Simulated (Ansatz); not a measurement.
Question: Write an Ansatz input for a full relaxation of cell and atoms of W with PBE (scalar-relativistic), a cutoff of 420 eV (density cutoff 4 times that), a Γ-centred 8×8×4 mesh and Gaussian smearing of 0.05 eV, without spin polarisation. Stop at forces under 0.03 eV/Å and stress under 0.3 GPa, or after 60 steps. Forces, stress and eigenvalues are wanted. The structure:
```
CELL_PARAMETERS angstrom
2.8150416393 0.0000000000 0.0000000000
-1.4075208196 2.4378975723 0.0000000000
0.0000000000 0.0000000000 4.5979013441
ATOMIC_POSITIONS crystal
W 0.3333333333 0.6666666667 0.7500000000
W 0.6666666667 0.3333333333 0.2500000000
```

Answer: 
```yaml
crystal:
  lattice:
    - [2.8150416393, 0.0, 0.0]
    - [-1.4075208196, 2.4378975723, 0.0]
    - [0.0, 0.0, 4.5979013441]
  atoms:
    - { symbol: W, position: [0.3333333333, 0.6666666667, 0.75] }
    - { symbol: W, position: [0.6666666667, 0.3333333333, 0.25] }
basis:
  ecutwfc: 420
  ecutrho_ratio: 4
kpoints:
  mp_grid: { grid: [8, 8, 4] }
hamiltonian:
  xc: pbe
scf:
  occupations: { method: gaussian, width: 0.05 }
output:
  forces: true
  stress: true
  eigenvalues: true
relax:
  f_tol: 0.03
  max_steps: 60
  cell: { stress_tol: 0.3 }
```

Run as written, it has 28 valence electrons, 665 plane waves at Γ (in the final cell), 24 symmetry operations and 30 irreducible k-points; it took 50 SCF iterations in all. It took roughly 12 core-seconds on a shared host.

At room temperature and ambient pressure W is bcc.
